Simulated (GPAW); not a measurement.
# Work function of Sb2Se3 quintuple layer monolayer at several levels, part 2 of 2

Aim: the work function of both faces of Sb2Se3 quintuple layer monolayer, and its spread over functionals and bases. Where a layer proves gapped, the work function hangs on where the smearing puts the Fermi level, and the band edges take its place.

GPAW 26.7.0; GPAW, PAW setups; layer in a repeated cell with vacuum, relaxation of atoms and in-plane cell (the session's first sound run).

So far, upper work function (eV): step 3 (the slab's potential, PBE, GPAW) 5.18; step 4 (self-consistent run: xc = "vdW-DF2", GPAW, PAW setups, GPAW) 5.53; step 5 (OptPBE vdW: xc = "optPBE-vdW", GPAW, PAW setups, GPAW) 5.38; step 6 (self-consistent run: xc = "revPBE") 5.06; step 7 (self-consistent run: xc = "LDA") 5.48.

## (8) Self-consistent run: xc = "RPBE"

Level of this step: GPAW, PAW setups; slab in vacuum (GPAW).

The same geometry under RPBE, to see how far the functional moves the levels against the vacuum.

File run.py:

```python
import json
import numpy as np
from ase import Atoms
from gpaw import GPAW, PW

slab = Atoms(
    ['Se', 'Sb', 'Se', 'Sb', 'Se'],
    positions=[
        [0.00000, 2.34615, 9.00000],
        [2.03182, 1.17307, 10.54935],
        [-0.00000, 0.00000, 12.44439],
        [0.00000, 2.34615, 14.33943],
        [2.03182, 1.17307, 15.88878]],
    cell=[[4.06364, 0.0, 0.0], [-2.03182, 3.51921, 0.0], [0.0, 0.0, 24.8888]],
    pbc=[True, True, False])

slab.calc = GPAW(mode=PW(400), xc='RPBE', kpts={'size': (9, 9, 1), 'gamma': True},
                 occupations={'name': 'fermi-dirac', 'width': 0.05}, nbands='160%',
                 convergence={'density': 1e-05}, maxiter=200,
                 poissonsolver={'dipolelayer': 'xy'},
                 symmetry={'tolerance': 1e-3}, txt='slab.txt')
result = {}
energy = slab.get_potential_energy()
fermi = slab.calc.get_fermi_level()
v = slab.calc.get_electrostatic_potential().mean((0, 1)) - fermi
n = slab.calc.get_pseudo_density().mean((0, 1))
L = slab.cell[2, 2]
z = np.arange(len(v)) * L / len(v)
low, high = slab.positions[:, 2].min(), slab.positions[:, 2].max()
below, above = np.interp([low - 6.8, high + 6.8], z, v)
slopes = [np.interp(x, z, np.gradient(v, z)) for x in (low - 6.8, high + 6.8)]
eps = np.array([[slab.calc.get_eigenvalues(k, s) for k in range(len(slab.calc.get_ibz_k_points()))]
                for s in range(slab.calc.get_number_of_spins())]) - fermi
top, bottom = eps[eps < 0].max(), eps[eps > 0].min()
dipole = slab.get_dipole_moment()[2]
print(f'energy {energy:.4f} eV, Fermi level {fermi:.4f} eV, dipole {dipole:.5f} e A')
print(f'potential 6.8 A off the faces, from the Fermi level: lower {below:.4f} eV, upper {above:.4f} eV')
print(f'slope of the potential there: lower {slopes[0]:.5f}, upper {slopes[1]:.5f} eV/A')
print(f'nearest levels on the mesh: {top:.4f} and {bottom:.4f} eV')
print('magnetic moment', round(slab.get_magnetic_moment(), 3))
result.update(energy=energy, fermi=fermi, dipole=dipole, below=below, above=above, slopes=slopes, edges=[top, bottom],
              z=z.tolist(), v=v.tolist(), n=n.tolist(), positions=slab.positions.tolist(),
              forces=slab.get_forces(apply_constraint=False).tolist(), moments=slab.get_magnetic_moments().tolist())
json.dump(result, open('result.json', 'w'))
```

Command:

```sh
$ OMP_NUM_THREADS=1 OPENBLAS_NUM_THREADS=1 python run.py
```

Log:

```text
energy -18.6740 eV, Fermi level -0.8098 eV, dipole 0.00003 e A
potential 6.8 A off the faces, from the Fermi level: lower 5.0532 eV, upper 5.0578 eV
slope of the potential there: lower -0.00005, upper 0.00005 eV/A
nearest levels on the mesh: -0.3536 and 0.2298 eV
magnetic moment 0.0
```

Wall time 54 s (1 thread of Arm Neoverse V1, shared host); peak memory 0.27 GiB.

Numbers from this step:

```yaml
dipole_along_the_normal: 3.42e-5 e·Å
levels_nearest_the_fermi_level_on_the_mesh: -0.3536, 0.2298 eV from the Fermi level
upper_work_function: 5.058 eV
lower_work_function: 5.053 eV
upper_ionisation_energy: 5.411 eV
```

Table of electrostatic potential energy of an electron (without an applied field's), less the Fermi level, planar mean by z:

| z (Å) | electrostatic potential energy of an electron (without an applied field's), less the Fermi level, planar mean (eV) |
| --- | --- |
| 0.0 | 5.06 |
| 0.5 | 5.05 |
| 1.0 | 5.05 |
| 1.5 | 5.05 |
| 2.0 | 5.05 |
| 2.5 | 5.05 |
| 3.0 | 5.05 |
| 3.5 | 5.05 |
| 4.0 | 5.05 |
| 4.5 | 5.05 |
| 5.0 | 5.05 |
| 5.5 | 5.05 |
| 6.0 | 5.05 |
| 6.5 | 5.03 |
| 7.0 | 4.95 |
| 7.5 | 4.61 |
| 8.0 | 3.13 |
| 8.5 | -2.72 |
| 9.0 | -12.6 |
| 9.5 | -5.75 |
| 10.0 | -6.81 |
| 10.5 | -14.4 |
| 11.0 | -7.68 |
| 11.5 | -1.20 |
| 12.0 | -4.81 |
| 12.5 | -11.9 |
| 13.0 | -3.04 |
| 13.5 | -1.84 |
| 14.0 | -10.0 |
| 14.5 | -13.5 |
| 15.0 | -5.43 |
| 15.5 | -7.36 |
| 16.0 | -11.5 |
| 16.5 | -0.732 |
| 17.0 | 3.68 |
| 17.5 | 4.73 |
| 18.0 | 4.98 |
| 18.5 | 5.04 |
| 19.0 | 5.05 |
| 19.5 | 5.06 |
| 20.0 | 5.06 |
| 20.5 | 5.06 |
| 21.0 | 5.06 |
| 21.5 | 5.06 |
| 22.0 | 5.06 |
| 22.5 | 5.06 |
| 23.0 | 5.06 |
| 23.5 | 5.06 |
| 24.0 | 5.06 |
| 24.5 | 5.06 |

The highest filled level lies 0.354 eV under the Fermi level, so the ionisation energy from the upper face is 5.058 + 0.354 = 5.411 eV, against 5.505 eV in the base run.

## (9) Real-space grid: mode = "fd"

A real-space grid is a second complete basis, so it checks the plane-wave result.

run.py: that of step 8 with these lines changed.

```diff
@@ -3,3 +3,3 @@
 from ase import Atoms
-from gpaw import GPAW, PW
+from gpaw import GPAW
 
@@ -16,3 +16,3 @@
 
-slab.calc = GPAW(mode=PW(400), xc='RPBE', kpts={'size': (9, 9, 1), 'gamma': True},
+slab.calc = GPAW(mode='fd', h=0.18, xc='PBE', kpts={'size': (9, 9, 1), 'gamma': True},
                  occupations={'name': 'fermi-dirac', 'width': 0.05}, nbands='160%',
```

Log:

```text
energy -20.5488 eV, Fermi level -5.1755 eV, dipole -0.00023 e A
potential 6.8 A off the faces, from the Fermi level: lower 5.1732 eV, upper 5.1778 eV
slope of the potential there: lower -0.00000, upper 0.00000 eV/A
nearest levels on the mesh: -0.3244 and 0.2003 eV
magnetic moment 0.0
```

The job ended after 4.1 min (1 thread; peak memory 0.9 GiB).

Numbers from this step:

| Item | Value |
| --- | --- |
| dipole along the normal | -2.35e-4 e·Å |
| levels nearest the Fermi level on the mesh | -0.3244, 0.2003 eV from the Fermi level |
| upper work function | 5.178 eV |
| lower work function | 5.173 eV |
| upper ionisation energy | 5.502 eV |

Table of electrostatic potential energy of an electron (without an applied field's), less the Fermi level, planar mean by z:

z (Å), electrostatic potential energy of an electron (without an applied field's), less the Fermi level, planar mean (eV) and a bar from the least value:
```
      0.0        5.2 ##############################
      0.5        5.2 ##############################
      1.0        5.2 ##############################
      1.5        5.2 ##############################
      2.0        5.2 ##############################
      2.5        5.2 ##############################
      3.0        5.2 ##############################
      3.5        5.2 ##############################
      4.0        5.2 ##############################
      4.5        5.2 ##############################
      5.0        5.2 ##############################
      5.5        5.2 ##############################
      6.0        5.2 ##############################
      6.5        5.1 ##############################
      7.0        5.1 ##############################
      7.5        4.7 #############################
      8.0        3.3 ###########################
      8.5       -2.6 ##################
      9.0      -12.5 ###
      9.5       -5.6 #############
     10.0       -6.6 ############
     10.5      -14.3 
     11.0       -7.5 ##########
     11.5       -1.1 ####################
     12.0       -4.6 ###############
     12.5      -11.8 ####
     13.0       -2.9 ##################
     13.5       -1.7 ###################
     14.0       -9.9 #######
     14.5      -13.4 #
     15.0       -5.3 ##############
     15.5       -7.2 ###########
     16.0      -11.5 ####
     16.5       -0.6 #####################
     17.0        3.8 ############################
     17.5        4.9 ##############################
     18.0        5.1 ##############################
     18.5        5.2 ##############################
     19.0        5.2 ##############################
     19.5        5.2 ##############################
     20.0        5.2 ##############################
     20.5        5.2 ##############################
     21.0        5.2 ##############################
     21.5        5.2 ##############################
     22.0        5.2 ##############################
     22.5        5.2 ##############################
     23.0        5.2 ##############################
     23.5        5.2 ##############################
     24.0        5.2 ##############################
     24.5        5.2 ##############################
```

The highest filled level lies 0.324 eV under the Fermi level, so the ionisation energy from the upper face is 5.178 + 0.324 = 5.502 eV, against 5.505 eV in the base run.

## (10) Atomic orbitals: mode = "lcao"

Atom-centred orbitals end a few angstrom from the surface, which tests how much the density's tail matters.

run.py: that of step 9 with these lines changed.

```diff
@@ -16,4 +16,4 @@
 
-slab.calc = GPAW(mode='fd', h=0.18, xc='PBE', kpts={'size': (9, 9, 1), 'gamma': True},
-                 occupations={'name': 'fermi-dirac', 'width': 0.05}, nbands='160%',
+slab.calc = GPAW(mode='lcao', basis='dzp', h=0.18, xc='PBE', kpts={'size': (9, 9, 1), 'gamma': True},
+                 occupations={'name': 'fermi-dirac', 'width': 0.05}, nbands='120%',
                  convergence={'density': 1e-05}, maxiter=200,
```

Log:

```text
energy -18.9833 eV, Fermi level -4.9564 eV, dipole -0.00023 e A
potential 6.8 A off the faces, from the Fermi level: lower 4.9541 eV, upper 4.9587 eV
slope of the potential there: lower 0.00000, upper 0.00000 eV/A
nearest levels on the mesh: -0.3341 and 0.2183 eV
magnetic moment 0.0
```

The job ended after 38 s (1 thread; peak memory 0.34 GiB).

Numbers from this step:

- dipole along the normal: -2.34e-4 e·Å
- levels nearest the Fermi level on the mesh: -0.3341, 0.2183 eV from the Fermi level
- upper work function: 4.959 eV
- lower work function: 4.954 eV
- upper ionisation energy: 5.293 eV

Table of electrostatic potential energy of an electron (without an applied field's), less the Fermi level, planar mean by z:

| z (Å) | electrostatic potential energy of an electron (without an applied field's), less the Fermi level, planar mean (eV) |
| --- | --- |
| 0.0 | 4.96 |
| 0.5 | 4.95 |
| 1.0 | 4.95 |
| 1.5 | 4.95 |
| 2.0 | 4.95 |
| 2.5 | 4.95 |
| 3.0 | 4.95 |
| 3.5 | 4.95 |
| 4.0 | 4.95 |
| 4.5 | 4.95 |
| 5.0 | 4.95 |
| 5.5 | 4.95 |
| 6.0 | 4.95 |
| 6.5 | 4.95 |
| 7.0 | 4.92 |
| 7.5 | 4.64 |
| 8.0 | 3.22 |
| 8.5 | -2.68 |
| 9.0 | -12.6 |
| 9.5 | -5.76 |
| 10.0 | -6.88 |
| 10.5 | -14.5 |
| 11.0 | -7.67 |
| 11.5 | -1.19 |
| 12.0 | -4.68 |
| 12.5 | -11.9 |
| 13.0 | -2.95 |
| 13.5 | -1.81 |
| 14.0 | -10.0 |
| 14.5 | -13.5 |
| 15.0 | -5.49 |
| 15.5 | -7.37 |
| 16.0 | -11.6 |
| 16.5 | -0.676 |
| 17.0 | 3.74 |
| 17.5 | 4.76 |
| 18.0 | 4.94 |
| 18.5 | 4.96 |
| 19.0 | 4.96 |
| 19.5 | 4.96 |
| 20.0 | 4.96 |
| 20.5 | 4.96 |
| 21.0 | 4.96 |
| 21.5 | 4.96 |
| 22.0 | 4.96 |
| 22.5 | 4.96 |
| 23.0 | 4.96 |
| 23.5 | 4.96 |
| 24.0 | 4.96 |
| 24.5 | 4.96 |

The highest filled level lies 0.334 eV under the Fermi level, so the ionisation energy from the upper face is 4.959 + 0.334 = 5.293 eV, against 5.505 eV in the base run.

## (11) Cost and result by level

Times are for 1 thread of Arm Neoverse V1, shared host. Results by setting:

| no. | run | upper ionisation energy (eV) | time | memory (GiB) |
| --- | --- | --- | --- | --- |
| 1 | pw | 5.505 | 52 s | 0.27 |
| 2 | vdW DF2 | 5.904 | 66 s | 0.51 |
| 3 | optPBE vdW | 5.733 | 66 s | 0.51 |
| 4 | revPBE | 5.409 | 54 s | 0.27 |
| 5 | LDA | 5.762 | 57 s | 0.26 |
| 6 | RPBE | 5.411 | 54 s | 0.27 |
| 7 | fd | 5.502 | 4.1 min | 0.9 |
| 8 | lcao | 5.293 | 38 s | 0.34 |

## (12) Side by side

Results and costs are gathered.

This step: comparison of work functions, dipole and cost (GPAW 26.7.0).

Ladder, by row:

| step | code | work function, upper (eV) | work function, lower (eV) | dipole (e Å) | wall time (s) | peak memory (GiB) | threads |
| --- | --- | --- | --- | --- | --- | --- | --- |
| pw | GPAW | 5.18 | 5.175 | 3.52e-5 | 52.15 | 0.27 | 1 |
| vdW-DF2 | GPAW | 5.53 | 5.525 | 3.41e-5 | 66.38 | 0.51 | 1 |
| optPBE-vdW | GPAW | 5.375 | 5.371 | 3.48e-5 | 66.29 | 0.51 | 1 |
| revPBE | GPAW | 5.063 | 5.058 | 3.44e-5 | 53.98 | 0.27 | 1 |
| LDA | GPAW | 5.48 | 5.475 | 3.86e-5 | 57.36 | 0.26 | 1 |
| RPBE | GPAW | 5.058 | 5.053 | 3.42e-5 | 54.42 | 0.27 | 1 |
| fd | GPAW | 5.178 | 5.173 | -2.35e-4 | 248.4 | 0.9 | 1 |
| lcao | GPAW | 4.959 | 4.954 | -2.34e-4 | 37.71 | 0.34 | 1 |

## (13) Results

| Quantity | Value |
| --- | --- |
| work function, both faces (Fermi level placed in the gap by the smearing) | 5.18 eV |
| ionisation energy from the upper face (highest filled level on the mesh) | 5.51 eV |
| electron affinity from the upper face (lowest empty Kohn-Sham level on the mesh) | 4.98 eV |
| dipole along the normal | 3.5e-5 e Å, near the numerical noise |

In words: With plane waves and PBE the ionisation energy from the upper face is 5.51 eV and the Kohn-Sham electron affinity 4.98 eV. The levels nearest the Fermi level on the mesh lie 0.527 eV apart, so the slab is gapped there: the smearing puts the Fermi level inside the gap, and from either face the ionisation energy is the work function plus 0.33 eV. Both are Kohn-Sham levels on the mesh, and semilocal gaps are too small, so the affinity tends to come out too large and the ionisation energy too small. Work functions of a gapped slab move with the place of the Fermi level in the gap; over the runs without a planted fault the highest filled level on the mesh lies 5.29 (lcao) to 5.90 eV (vdW-DF2) under the upper vacuum level. With elements this heavy, spin-orbit coupling can move band edges by tenths of an eV. The layer's cell and atoms come from the relaxation; spin-orbit coupling and temperature are left out.

[Logs are printed without paths, hosts, clocks, repeated set-up lines and the standing remarks that a program may print on its own settings, such as how far it seeks lower states.]

[Hosts, paths, dates, database ids (printed as entryN), source tags and the programs' standing remarks are cut or masked in the printed files.]
